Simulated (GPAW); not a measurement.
# B (R-3m) in GPAW: single point with TB-mBJ

Aim: the single point of B with TB-mBJ.

Program: GPAW 26.7.0. These are calculated values, not measurements. Logs are shortened: lines on timing, memory, paths and dates and some standing lists are left out, and cuts for length are marked. The log counts tension as positive stress, the text compression.

**1. The crystal as given**

Symmetry: R-3m, No. 166, trigonal system. Conventional cell: a = 4.918 Å, b = 4.918 Å, c = 12.581 Å, α = 90.00°, β = 90.00°, γ = 120.00°. B (site symmetry m) is surrounded by 7 B at 1.79 to 2.01 Å. B (site symmetry m) has 6 B at 1.67 to 1.81 Å as nearest neighbours.

**2. Single point, TB-mBJ**

Contents of run.py:

```python
from ase import Atoms
from ase.dft.bandgap import bandgap
from ase.io import write
from gpaw import GPAW, PW

atoms = Atoms(['B', 'B', 'B', 'B', 'B', 'B', 'B', 'B', 'B', 'B', 'B', 'B'],
              cell=[[2.45895, 1.4196754444, 4.1935],
                    [-2.45895, 1.4196754444, 4.1935],
                    [0.0, -2.8393508888, 4.1935]],
              scaled_positions=[[0.77882, 0.77882, 0.3694],
                                [0.3694, 0.77882, 0.77882],
                                [0.77882, 0.3694, 0.77882],
                                [0.6306, 0.22118, 0.22118],
                                [0.22118, 0.22118, 0.6306],
                                [0.22118, 0.6306, 0.22118],
                                [0.98981, 0.98981, 0.34639],
                                [0.34639, 0.98981, 0.98981],
                                [0.98981, 0.34639, 0.98981],
                                [0.65361, 0.01019, 0.01019],
                                [0.01019, 0.01019, 0.65361],
                                [0.01019, 0.65361, 0.01019]],
              pbc=True)

calc = GPAW(mode=PW(800),
            xc='TB09',
            kpts={'size': (6, 6, 6), 'gamma': True},
            occupations={'name': 'fermi-dirac', 'width': 0.05},
            nbands=39,
            convergence={'density': 1e-05, 'energy': 1e-05},
            eigensolver='cg',
            maxiter=150,
            txt='gpaw.txt')
atoms.calc = calc
energy = atoms.get_potential_energy()
calc.write('gs.gpw')
write('result.traj', atoms)
print('Fermi level:', round(calc.get_fermi_level(), 4), 'eV')
print(f'Gap: {bandgap(calc)[0]:.4f} eV, direct: {bandgap(calc, direct=True)[0]:.4f} eV')
```

Potentials or basis: GPAW PAW data sets for LDA (gpaw-data 1.2.1), pw.

On the command line:

```
$ OMP_NUM_THREADS=1 python run.py
```

gpaw.txt:

```text
___ ___ ___ _ _ _
 |   |   |_  | | | |
 | | | | | . | | | |
 |__ |  _|___|_____|  26.7.0
 |___|_|

Input parameters:
  convergence: {density: 1e-05,
                energy: 1e-05}
  eigensolver: cg
  kpts: {gamma: True,
         size: (6, 6, 6)}
  maxiter: 150
  mode: {ecut: 800.0,
         name: pw}
  nbands: 39
  occupations: {name: fermi-dirac,
                width: 0.05}
  xc: TB09

System changes: positions, numbers, cell, pbc, initial_charges, initial_magmoms

Initialize ...

species:
  B:
    name:    Boron
    Z:       5.0
    valence: 3
    core:    2
    charge:  0.0  # [|e|]
    compensation charges:
      type: gauss
      rc: 0.20  # [Å]
      lmax: 2
    cutoffs:
      filter: 1.14  # [Å]
      core: 1.42  # [Å]
    projectors
    | kind |    occ | energy [eV] | rcut [Å] |
    |------|--------|-------------|----------|
    |   2s |  2.000 |      -9.383 |    0.635 |
    |   2p |  1.000 |      -3.714 |    0.635 |
    |    s |        |      17.828 |    0.635 |
    |    p |        |      23.498 |    0.635 |
    |    d |        |       0.000 |    0.635 |

    Using partial waves for B as LCAO basis

Reference energy: -7951.371408  # eV

Spin-paired calculation

Convergence criteria:
 Maximum [total energy] change in last 3 cyles: 1e-05 eV / valence electron
 Maximum integral of absolute [dens]ity change: 1e-05 electrons / valence electron
 Maximum integral of absolute [eigenst]ate change: 4e-08 eV^2 / valence electron
 Maximum number of scf [iter]ations: 150
 (Square brackets indicate name in SCF output, whereas a 'c' in
 the SCF output indicates the quantity has converged.)

Symmetries present (total): 12

  ( 1  0  0)  ( 1  0  0)  ( 0  1  0)  ( 0  1  0)  ( 0  0  1)  ( 0  0  1)
  ( 0  1  0)  ( 0  0  1)  ( 1  0  0)  ( 0  0  1)  ( 1  0  0)  ( 0  1  0)
  ( 0  0  1)  ( 0  1  0)  ( 0  0  1)  ( 1  0  0)  ( 0  1  0)  ( 1  0  0)

  ( 0  0 -1)  ( 0  0 -1)  ( 0 -1  0)  ( 0 -1  0)  (-1  0  0)  (-1  0  0)
  ( 0 -1  0)  (-1  0  0)  ( 0  0 -1)  (-1  0  0)  ( 0  0 -1)  ( 0 -1  0)
  (-1  0  0)  ( 0 -1  0)  (-1  0  0)  ( 0  0 -1)  ( 0 -1  0)  ( 0  0 -1)

216 k-points: 6 x 6 x 6 Monkhorst-Pack grid + [1/12,1/12,1/12]
32 k-points in the irreducible part of the Brillouin zone
       k-points in crystal coordinates                weights
   0:     0.00000000    0.00000000    0.00000000          1/216
   1:     0.16666667    0.00000000   -0.16666667          6/216
   2:     0.16666667    0.00000000    0.00000000          6/216
   3:     0.16666667    0.16666667   -0.16666667          6/216
   4:     0.16666667    0.16666667    0.00000000          6/216
   5:     0.16666667    0.16666667    0.16666667          2/216
   6:     0.33333333   -0.16666667   -0.16666667          6/216
   7:     0.33333333    0.00000000   -0.33333333          6/216
   8:     0.33333333    0.00000000   -0.16666667         12/216
   9:     0.33333333    0.00000000    0.00000000          6/216
          ...
  31:     0.50000000    0.50000000    0.50000000          1/216

Wave functions: Plane wave expansion
  Cutoff energy: 800.000 eV
  Number of coefficients (min, max): 4484, 4526
  Pulay-stress correction: 0.000000 eV/Ang^3 (de/decut=0.000000)
  Using FFTW library
  ScaLapack parameters: grid=1x1, blocksize=None
  Wavefunction extrapolation:
    Improved wavefunction reuse through dual PAW basis

Occupation numbers: Fermi-Dirac:
  width: 0.0500  # eV

Eigensolver
   CG(niter=4, rtol=3.0e-01)

Densities:
  Coarse grid: 35*35*35 grid
  Fine grid: 70*70*70 grid
  Total Charge: 0.000000

Density mixing:
  Method: separate
  Backend: msr1
  Linear mixing parameter: 0.05
  old densities: 10
  Width of damping distribution: 1.1
  Damping of long wavelength oscillations: 20

Hamiltonian:
  XC and Coulomb potentials evaluated on a 70*70*70 grid
  Using the TB09 Exchange-Correlation functional
  External potential:
    NoExternalPotential

XC parameters: TB09 with 2 nearest neighbor stencil

Number of atoms: 12
Number of atomic orbitals: 48
Number of bands in calculation: 39
Number of valence electrons: 36
Bands to converge: occupied

... initialized

Initializing position-dependent things.

Density initialized from atomic densities
Creating initial wave functions:
  39 bands from LCAO basis set

              B
        B       B
             B
          B    B

          B    B
            B
         B       B
           B

Atomic positions and initial magnetic moments

Positions:
   0 B      0.000000    1.162487    8.081042    ( 0.0000,  0.0000,  0.0000)
   1 B     -1.006743   -0.581244    8.081042    ( 0.0000,  0.0000,  0.0000)
   2 B      1.006743   -0.581244    8.081042    ( 0.0000,  0.0000,  0.0000)
   3 B      1.006743    0.581244    4.499458    ( 0.0000,  0.0000,  0.0000)
   4 B     -0.000000   -1.162487    4.499458    ( 0.0000,  0.0000,  0.0000)
   5 B     -1.006743    0.581244    4.499458    ( 0.0000,  0.0000,  0.0000)
   6 B      0.000000    1.826895    9.754123    ( 0.0000,  0.0000,  0.0000)
   7 B     -1.582138   -0.913448    9.754123    ( 0.0000,  0.0000,  0.0000)
   8 B      1.582138   -0.913448    9.754123    ( 0.0000,  0.0000,  0.0000)
   9 B      1.582138    0.913448    2.826377    ( 0.0000,  0.0000,  0.0000)
  10 B      0.000000   -1.826895    2.826377    ( 0.0000,  0.0000,  0.0000)
  11 B     -1.582138    0.913448    2.826377    ( 0.0000,  0.0000,  0.0000)

Unit cell:
           periodic     x           y           z      points  spacing
  1. axis:    yes    2.458950    1.419675    4.193500    35     0.1153
  2. axis:    yes   -2.458950    1.419675    4.193500    35     0.1153
  3. axis:    yes    0.000000   -2.839351    4.193500    35     0.1153

  Lengths:   5.064322   5.064322   5.064322
  Angles:   58.096212  58.096212  58.096212

Effective grid spacing dv^(1/3) = 0.1270

iter:   1  1150.312641
iter:   2  1147.253879   +0.70  -0.83
iter:   3 -13157.745174   +5.02  -0.79
iter:   4   279.440186   +5.09  -0.71
iter:   5  1352.939377   +3.08  -0.63
iter:   6  1205.565615   +2.47  -1.25
iter:   7  1160.631050   +1.63  -1.17
iter:   8  1162.343582   +0.65  -1.04
iter:   9  1159.600816   -0.22  -1.18
iter:  10  1163.951369   -0.88  -1.13
iter:  11  1167.384054   -0.75  -1.44
iter:  12  1167.892338   -1.04  -1.46
iter:  13  1168.594376   -1.98  -1.50
iter:  14  1164.435794   -1.72  -1.46
iter:  15  1163.568089   -1.11  -1.69
iter:  16  1164.201360   -1.96  -2.02
iter:  17  1164.800825   -2.42  -2.17
iter:  18  1164.573076   -2.48  -2.45
iter:  19  1164.495752   -3.38  -3.14
iter:  20  1164.478580   -4.36  -3.31
iter:  21  1164.483811   -4.95  -3.91
iter:  22  1164.485725   -5.62  -4.01
iter:  23  1164.486940   -6.22  -4.51
iter:  24  1164.486122   -6.88  -4.66
iter:  25  1164.485274   -7.50c -5.20c
iter:  26  1164.485409   -8.13c -5.37c
iter:  27  1164.485266c  -8.74c -5.57c

Converged after 27 iterations.

Dipole moment: (0.000000, 0.000000, -0.000000) |e|*Ang

Energy contributions relative to reference atoms: (reference = -7951.371408)

Kinetic:        +47.384467
Potential:      -33.684901
External:        +0.000000
XC:            +1150.680479
Entropy (-ST):   -0.000000
Local:           +0.105222
SIC:             +0.000000
--------------------------
Free energy:   +1164.485266
Extrapolated:  +1164.485266

Showing only first 2 kpts
 Kpt  Band  Eigenvalues  Occupancy
  0    16      6.82701    2.00000
  0    17      7.54149    2.00000
  0    18      9.57515    0.00000
  0    19     12.85362    0.00000

  1    16      6.12857    2.00000
  1    17      6.76074    2.00000
  1    18     10.57016    0.00000
  1    19     10.65700    0.00000

Fermi level: 8.68764

Gap: 1.667 eV
Transition (v -> c):
  (s=0, k=31, n=17, [0.50, 0.50, 0.50]) -> (s=0, k=28, n=18, [0.50, 0.50, 0.00])
Direct/indirect transitions are different
Direct gap: 2.034 eV
Transition at: (s=0, k=0, n=17, [0.00, 0.00, 0.00])
Writing to gs.gpw (mode='')
```

It took 8.3 min on 1 thread of Arm Neoverse V2, shared host; peak memory 0.43 GiB.

What came out:

| Quantity | Value |
| --- | --- |
| Band gap on the k mesh | 1.67 eV, indirect (least direct gap 2.03 eV) |

Caveat: a model potential gives levels but no total energy. A k mesh can miss the band edges.
